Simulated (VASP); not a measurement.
# ZnS (F-43m) in VASP: further runs

One crystal, ZnS, is run at these levels: HSE06; tasks: single point.

Everything below comes from runs of VASP 6.6.1. Logs are shortened: lines on timing, memory, paths and dates and some standing lists are left out, and cuts for length are marked.

### Step 1. Starting point

It takes space group F-43m (No. 216, cubic). Conventional cell: a = 5.404 Å, b = 5.404 Å, c = 5.404 Å, α = 90.00°, β = 90.00°, γ = 90.00°. Zn (site symmetry -43m) has 4 S at 2.34 Å as nearest neighbours. S (site symmetry -43m) is surrounded by 4 Zn at 2.34 Å.

### Step 2. Single point, HSE06

File POSCAR:

```
ZnS
1.0
    0.0000000000      2.7020000000      2.7020000000
    2.7020000000      0.0000000000      2.7020000000
    2.7020000000      2.7020000000      0.0000000000
Zn S
1 1
Direct
    0.7500000000      0.7500000000      0.7500000000
    0.0000000000      0.0000000000      0.0000000000
```

File INCAR.step1:

```
SYSTEM = ZnS
ALGO = Normal ; EDIFF = 1E-5
ENCUT = 400 ; GGA = PE
ISIF = 2 ; ISMEAR = 0
LASPH = .True. ; LREAL = .False.
LWAVE = .True. ; NBANDS = 17
NELM = 100 ; NKRED = 1
PREC = Accurate ; SIGMA = 0.01
```

File INCAR.step2:

```
SYSTEM = ZnS
ALGO = Normal ; EDIFF = 1E-6
ENCUT = 400 ; GGA = PE
HFSCREEN = 0.2 ; ISIF = 2
ISMEAR = 0 ; ISTART = 1
LASPH = .True. ; LCHARG = .False.
LHFCALC = .True. ; LREAL = .False.
LWAVE = .False. ; NBANDS = 17
NELM = 100 ; NKRED = 1
PREC = Accurate ; PRECFOCK = Normal
SIGMA = 0.01
```

File KPOINTS:

```
k-points
0
Gamma
  4 4 4
  0 0 0
```

Potentials or basis: VASP PAW PBE potentials, release 64 (Zn, S).

On the command line:

```
> cat potpaw_PBE.64/Zn/POTCAR potpaw_PBE.64/S/POTCAR > POTCAR
> cp INCAR.step1 INCAR
> mpirun -np 1 vasp_std > vasp.out
> cp INCAR.step2 INCAR
> mpirun -np 1 vasp_std > vasp.out
```

OUTCAR:

```text
SYSTEM = ZnS
   EDIFF = 1E-6
   ENCUT = 400
   GGA = PE
   HFSCREEN = 0.2
   ISIF = 2
   ISMEAR = 0
   ISTART = 1
   LASPH = .True.
   LHFCALC = .True.
   LREAL = .False.
   NELM = 100
   NKRED = 1
   PREC = Accurate
   PRECFOCK = Normal

 Found      8 irreducible k-points:

 Following reciprocal coordinates:
            Coordinates               Weight
  0.000000  0.000000  0.000000      1.000000
  0.250000  0.000000  0.000000      8.000000
  0.500000  0.000000  0.000000      4.000000
  0.250000  0.250000  0.000000      6.000000
  0.500000  0.250000  0.000000     24.000000
 -0.250000  0.250000  0.000000     12.000000
   k-points           NKPTS =      8   k-points in BZ     NKDIM =     64   number of bands    NBANDS=     17
   number of dos      NEDOS =    301   number of ions     NIONS =      2
   total plane-waves  NPLWV =  21952
   dimension x,y,z NGX =    28 NGY =   28 NGZ =   28
   dimension x,y,z NGXF=    56 NGYF=   56 NGZF=   56
   ions per type =               1   1
   NGX,Y,Z   is equivalent  to a cutoff of  12.18, 12.18, 12.18 a.u.
   NGXF,Y,Z  is equivalent  to a cutoff of  24.36, 24.36, 24.36 a.u.
 SYSTEM =  ZnS
   PREC   = accura    normal or accurate (medium, high low for compatibility)
   ISTART =      1    job   : 0-new  1-cont  2-samecut
   ICHARG =      0    charge: 1-file 2-atom 10-const
   ISPIN  =      1    spin polarized calculation?
   LNONCOLLINEAR =      F non collinear calculations
   LSORBIT =      F    spin-orbit coupling
   LASPH  =      T    aspherical Exc in radial PAW
   ENCUT  =  400.0 eV  29.40 Ry    5.42 a.u.   6.23  6.23  6.23*2*pi/ulx,y,z
   NELM   =    100;   NELMIN=  2; NELMDL=  0     # of ELM steps
   EDIFF  = 0.1E-05   stopping-criterion for ELM
   LREAL  =      F    real-space projection
   EDIFFG = 0.1E-04   stopping-criterion for IOM
   NSW    =      0    number of steps for IOM
   IBRION =     -1    ionic relax: 0-MD 1-quasi-New 2-CG
   NFREE  =      0    steps in history (QN), initial steepest desc. (CG)
   ISIF   =      2    stress and relaxation
   ISYM   =      3    0-nonsym 1-usesym 2-fastsym
   POTIM  = 0.5000    time-step for ionic-motion
   TEBEG  =    0.0;   TEEND  =   0.0 temperature during run
   PSTRESS=    0.0 pullay stress
   NELECT =      18.0000    total number of electrons
   NUPDOWN=      -1.0000    fix difference up-down
   EMIN   =  10.00;   EMAX   =-10.00  energy-range for DOS
   EFERMI =   0.00;   METHOD = LEGACY
   ISMEAR =     0;   SIGMA  =   0.01  broadening in eV -4-tet -1-fermi 0-gaus
   EFERMI_NEDOS =   21; number of points for ismear=-14 and -15
   IALGO  =     38    algorithm
   IMIX   =      1    mixing-type and parameters
     AMIX     =   0.40;   BMIX     =  1.00
     AMIX_MAG =   1.60;   BMIX_MAG =  1.00
  volume/ion in A,a.u.               =      19.73       133.12
  Fermi-wavevector in a.u.,A,eV,Ry     =   1.260290  2.381602 21.610537  1.588330
  Thomas-Fermi vector in A             =   2.393807
   LORBIT       =      0    0 simple, 1 ext, 2 COOP (PROOUT), +10 PAW based schemes
   GGA     = PE    functional components
   LHFCALC =     T    Hartree Fock is set to
   PRECFOCK=normal    Normal, Fast or Accurate (Low or Medium for compatibility)
   ENCUT4O =  -1.0   cutoff for four orbital integrals eV
   NKREDX  =     1    reduce k-point grid by
   NKREDY  =     1    reduce k-point grid by
   NKREDZ  =     1    reduce k-point grid by
   AEXX    =    0.2500 exact exchange contribution
   HFSCREEN=    0.2000 screening length (either q_TF or 0.3 A-1)
   HFSCREENC=   0.2000 screening length for correlation (either q_TF or 0.3 A-1)
   ENCUTFOCK=  -1.0 apply spherical cutoff to Coloumb kernel
   IVDW    =     0    specifies the selected vdW correction
   LEPSILON=     F    determine dielectric tensor
   LRPA    =     F    only Hartree local field effects (RPA)
 non-spin polarized calculation
 Gauss-broadening in eV      SIGMA  =   0.01
  energy-cutoff  :      400.00
  volume of cell :       39.45
 maximum number of plane-waves:       725
 NGX is ok and might be reduce to    28
  NGX = 20; NGY = 20; NGZ = 20

 number of electron      18.0000000 magnetization

 Free energy of the ion-electron system (eV)
  ---------------------------------------------------
  ext. energy  EPLUGINS =         0.00000000
  ---------------------------------------------------
  free energy    TOTEN  =        -8.35336459 eV

  energy without entropy =       -8.35336459  energy(sigma->0) =       -8.35336459

 E-fermi :   1.4337     XC(G=0):  -7.9520

 val. band max:        1.3820042549   @ k =   0.0000   0.0000   0.0000
 cond. band min:       4.7442442779   @ k =   0.0000   0.0000   0.0000
 fundamental gap:      3.3622400230
 Fermi energy:         1.4336762471

 k-point     1 :       0.0000    0.0000    0.0000
  band No.  band energies     occupation
      1     -12.9340      2.00000
      2      -6.4762      2.00000
      3      -6.4762      2.00000
      4      -6.4762      2.00000
      5      -6.0316      2.00000
      6      -6.0316      2.00000
[... 9 lines left out ...]
     16      14.7899      0.00000
     17      17.3462      0.00000

 k-point     2 :       0.2500    0.0000    0.0000
  band No.  band energies     occupation
      1     -12.4805      2.00000
      2      -6.4133      2.00000
      3      -6.4133      2.00000
      4      -6.3584      2.00000
      5      -6.0307      2.00000
      6      -6.0307      2.00000
[... 9 lines left out ...]
     16      14.9284      0.00000
     17      18.8904      0.00000

 k-point     3 :       0.5000    0.0000    0.0000
  band No.  band energies     occupation
      1     -11.9447      2.00000
      2      -6.3684      2.00000
      3      -6.3684      2.00000
      4      -6.0068      2.00000
      5      -6.0068      2.00000
      6      -5.7960      2.00000
[... 9 lines left out ...]
     16      16.4117      0.00000
     17      18.5421      0.00000

 k-point     4 :       0.2500    0.2500    0.0000
  band No.  band energies     occupation
      1     -12.3292      2.00000
      2      -6.4360      2.00000
      3      -6.3394      2.00000
      4      -6.3394      2.00000
      5      -6.0620      2.00000
      6      -5.9980      2.00000
[... 9 lines left out ...]
     16      18.8533      0.00000
     17      19.5537      0.00000

 k-point     5 :       0.5000    0.2500    0.0000
  band No.  band energies     occupation
      1     -11.7929      2.00000
      2      -6.3478      2.00000
      3      -6.2676      2.00000
      4      -6.1424      2.00000
      5      -5.9940      2.00000
      6      -5.7953      2.00000
[... 9 lines left out ...]
     16      17.9776      0.00000
     17      18.5951      0.00000

 k-point     6 :      -0.2500    0.2500    0.0000
  band No.  band energies     occupation
      1     -11.9719      2.00000
      2      -6.3492      2.00000
      3      -6.3304      2.00000
      4      -6.1191      2.00000
      5      -6.0462      2.00000
      6      -5.9323      2.00000
[... 9 lines left out ...]
     16      17.7370      0.00000
     17      18.5127      0.00000

 [... further k-points ...]

------------------------ aborting loop because EDIFF is reached ----------------------------------------

  FORCE on cell =-STRESS in cart. coord.  units (eV):
  Direction    XX          YY          ZZ          XY          YZ          ZX
  --------------------------------------------------------------------------------------
  -------------------------------------------------------------------------------------
  Total        0.2190100      0.2190100      0.2190100      0.0000000      0.0000000      0.0000000
  in kB        8.8938236      8.8938236      8.8938236      0.0000000      0.0000000      0.0000000
  external PRESSURE =       8.8938236 kB  Pullay stress =       0.0000000 kB

 VOLUME and BASIS-vectors are now :
 -----------------------------------------------------------------------------
  energy-cutoff  :      400.00
  volume of cell :       39.45
      direct lattice vectors                 reciprocal lattice vectors
     0.000000000  2.702000000  2.702000000    -0.185048113  0.185048113  0.185048113
     2.702000000  0.000000000  2.702000000     0.185048113 -0.185048113  0.185048113
     2.702000000  2.702000000  0.000000000     0.185048113  0.185048113 -0.185048113

 POSITION                                       TOTAL-FORCE (eV/Angst)
 -----------------------------------------------------------------------------------
      4.05300      4.05300      4.05300         0.000000      0.000000      0.000000
      0.00000      0.00000      0.00000        -0.000000     -0.000000     -0.000000
 -----------------------------------------------------------------------------------
    total drift:                                0.000203      0.000191      0.000125

  FREE ENERGIE OF THE ION-ELECTRON SYSTEM (eV)
  ---------------------------------------------------
  free  energy   TOTEN  =        -8.3533645936 eV

  energy  without entropy=       -8.3533645936  energy(sigma->0) =       -8.35336459
```

OUTCAR.step1:

```text
SYSTEM = ZnS
   EDIFF = 1E-5
   ENCUT = 400
   GGA = PE
   ISIF = 2
   ISMEAR = 0
[... 234 lines left out ...]
      4.05300      4.05300      4.05300        -0.000000     -0.000000     -0.000000
      0.00000      0.00000      0.00000         0.000000      0.000000      0.000000
 -----------------------------------------------------------------------------------
    total drift:                                0.000001      0.000001      0.000001

  FREE ENERGIE OF THE ION-ELECTRON SYSTEM (eV)
  ---------------------------------------------------
  free  energy   TOTEN  =        -6.7988267663 eV

  energy  without entropy=       -6.7988267663  energy(sigma->0) =       -6.79882677
```

It took 4.4 min on 1 thread of AMD EPYC 7R13 (Zen 3), shared host; peak memory 0.21 GiB.

The run converged, but some of its settings lie outside the range that counts as converged, so its numbers aren't taken as properties of the crystal.

What came out:

| Quantity | Value |
| --- | --- |
| Free energy | -8.3534 eV |
| Pressure | 0.9 GPa |
| Band gap on the k mesh | 3.36 eV, direct |

Caveat: the k mesh is coarse (spacing up to 0.50 Å⁻¹), so the values aren't converged, least of all with exact exchange; the PAW data sets were made with another functional, which shifts forces and pressure a little.

### Step 3. Single point, HSE06

POSCAR is that of step 2.

Changes to INCAR.step1 since step 2:

```diff
@@ -2,3 +2,3 @@
 ALGO = Normal ; EDIFF = 1E-5
-ENCUT = 400 ; GGA = PE
+ENCUT = 520 ; GGA = PE
 ISIF = 2 ; ISMEAR = 0
```

File INCAR.step2:

```
SYSTEM = ZnS
ALGO = Normal ; EDIFF = 1E-6
ENCUT = 520 ; GGA = PE
HFSCREEN = 0.2 ; ISIF = 2
ISMEAR = 0 ; ISTART = 1
LASPH = .True. ; LCHARG = .False.
LHFCALC = .True. ; LREAL = .False.
LWAVE = .False. ; NBANDS = 17
NELM = 100 ; NKRED = 1
PREC = Accurate ; PRECFOCK = Fast
SIGMA = 0.01
```

KPOINTS is that of step 2.

Potentials or basis: VASP PAW PBE potentials, release 64 (Zn, S).

On the command line:

```
> cat potpaw_PBE.64/Zn/POTCAR potpaw_PBE.64/S/POTCAR > POTCAR
> cp INCAR.step1 INCAR
> mpirun -np 1 vasp_std > vasp.out
> cp INCAR.step2 INCAR
> mpirun -np 1 vasp_std > vasp.out
```

OUTCAR:

```text
SYSTEM = ZnS
   EDIFF = 1E-6
   ENCUT = 520
   GGA = PE
   HFSCREEN = 0.2
   ISIF = 2
   ISMEAR = 0
   ISTART = 1
   LASPH = .True.
   LHFCALC = .True.
   LREAL = .False.
   NELM = 100
   NKRED = 1
   PREC = Accurate
   PRECFOCK = Fast

 Found      8 irreducible k-points:

 Following reciprocal coordinates:
            Coordinates               Weight
  0.000000  0.000000  0.000000      1.000000
  0.250000  0.000000  0.000000      8.000000
  0.500000  0.000000  0.000000      4.000000
  0.250000  0.250000  0.000000      6.000000
  0.500000  0.250000  0.000000     24.000000
 -0.250000  0.250000  0.000000     12.000000
   k-points           NKPTS =      8   k-points in BZ     NKDIM =     64   number of bands    NBANDS=     17
   number of dos      NEDOS =    301   number of ions     NIONS =      2
   total plane-waves  NPLWV =  21952
   dimension x,y,z NGX =    28 NGY =   28 NGZ =   28
   dimension x,y,z NGXF=    56 NGYF=   56 NGZF=   56
   ions per type =               1   1
   NGX,Y,Z   is equivalent  to a cutoff of  12.18, 12.18, 12.18 a.u.
   NGXF,Y,Z  is equivalent  to a cutoff of  24.36, 24.36, 24.36 a.u.
 SYSTEM =  ZnS
   PREC   = accura    normal or accurate (medium, high low for compatibility)
[... 62 lines left out ...]

  energy without entropy =       -8.35739090  energy(sigma->0) =       -8.35739090

 E-fermi :   1.4298     XC(G=0):  -7.9518

 val. band max:        1.3811726483   @ k =   0.0000   0.0000   0.0000
 cond. band min:       4.7449208804   @ k =   0.0000   0.0000   0.0000
 fundamental gap:      3.3637482320
 Fermi energy:         1.4297761868

 k-point     1 :       0.0000    0.0000    0.0000
  band No.  band energies     occupation
      1     -12.9339      2.00000
      2      -6.4800      2.00000
      3      -6.4800      2.00000
      4      -6.4800      2.00000
      5      -6.0358      2.00000
      6      -6.0358      2.00000
[... 97 lines left out ...]
      4      -6.1229      2.00000
      5      -6.0504      2.00000
      6      -5.9363      2.00000
[... 9 lines left out ...]
     16      17.7366      0.00000
     17      18.5123      0.00000

 [... further k-points ...]

------------------------ aborting loop because EDIFF is reached ----------------------------------------

  FORCE on cell =-STRESS in cart. coord.  units (eV):
  Direction    XX          YY          ZZ          XY          YZ          ZX
  --------------------------------------------------------------------------------------
  -------------------------------------------------------------------------------------
  Total        0.2921106      0.2921106      0.2921106     -0.0000000      0.0000000      0.0000000
  in kB       11.8623823     11.8623823     11.8623823     -0.0000000      0.0000000      0.0000000
  external PRESSURE =      11.8623823 kB  Pullay stress =       0.0000000 kB

 VOLUME and BASIS-vectors are now :
 -----------------------------------------------------------------------------
  energy-cutoff  :      520.00
  volume of cell :       39.45
      direct lattice vectors                 reciprocal lattice vectors
     0.000000000  2.702000000  2.702000000    -0.185048113  0.185048113  0.185048113
     2.702000000  0.000000000  2.702000000     0.185048113 -0.185048113  0.185048113
     2.702000000  2.702000000  0.000000000     0.185048113  0.185048113 -0.185048113

 POSITION                                       TOTAL-FORCE (eV/Angst)
 -----------------------------------------------------------------------------------
      4.05300      4.05300      4.05300         0.000000      0.000000      0.000000
      0.00000      0.00000      0.00000        -0.000000     -0.000000     -0.000000
 -----------------------------------------------------------------------------------
    total drift:                                0.000218      0.000180      0.000125

  FREE ENERGIE OF THE ION-ELECTRON SYSTEM (eV)
  ---------------------------------------------------
  free  energy   TOTEN  =        -8.3573909021 eV

  energy  without entropy=       -8.3573909021  energy(sigma->0) =       -8.35739090
```

OSZICAR.step1:

```text
N       E                     dE             d eps       ncg     rms          rms(c)
DAV:   1     0.911159480330E+02    0.91116E+02   -0.82557E+03   272   0.127E+03
DAV:   2    -0.970031792659E+00   -0.92086E+02   -0.85483E+02   296   0.255E+02
DAV:   3    -0.717335664080E+01   -0.62033E+01   -0.61577E+01   338   0.618E+01
DAV:   4    -0.724246981576E+01   -0.69113E-01   -0.69054E-01   328   0.673E+00
DAV:   5    -0.724302714349E+01   -0.55733E-03   -0.55731E-03   340   0.597E-01    0.680E+00
DAV:   6    -0.682379509880E+01    0.41923E+00   -0.71507E-01   385   0.281E+01    0.536E+00
DAV:   7    -0.680052051345E+01    0.23275E-01   -0.23469E-01   307   0.420E+00    0.273E+00
DAV:   8    -0.679996839677E+01    0.55212E-03   -0.51178E-03   360   0.909E-01    0.718E-01
DAV:   9    -0.680024789148E+01   -0.27949E-03   -0.13551E-03   281   0.286E-01    0.964E-02
DAV:  10    -0.680043873174E+01   -0.19084E-03   -0.30045E-04   297   0.131E-01    0.440E-02
DAV:  11    -0.680042169947E+01    0.17032E-04   -0.43004E-05   331   0.644E-02    0.119E-02
DAV:  12    -0.680042210128E+01   -0.40181E-06   -0.35883E-06   183   0.149E-02
   1 F= -.68004221E+01 E0= -.68004221E+01  d E =-.871796E-18
```

Run time: 2.7 min. Hardware: 1 thread of AMD EPYC 7R13 (Zen 3), shared host; peak memory 0.22 GiB.

These settings aren't checked as converged: the numbers below hold their error.

What came out:

* Free energy: -8.3574 eV
* Pressure: 1.2 GPa
* Band gap on the k mesh: 3.36 eV, direct

Caveat: the k mesh is coarse (spacing up to 0.50 Å⁻¹), so the values aren't converged, least of all with exact exchange; the PAW data sets were made with another functional, which shifts forces and pressure a little.

(Part 1 of 2 ends here.)
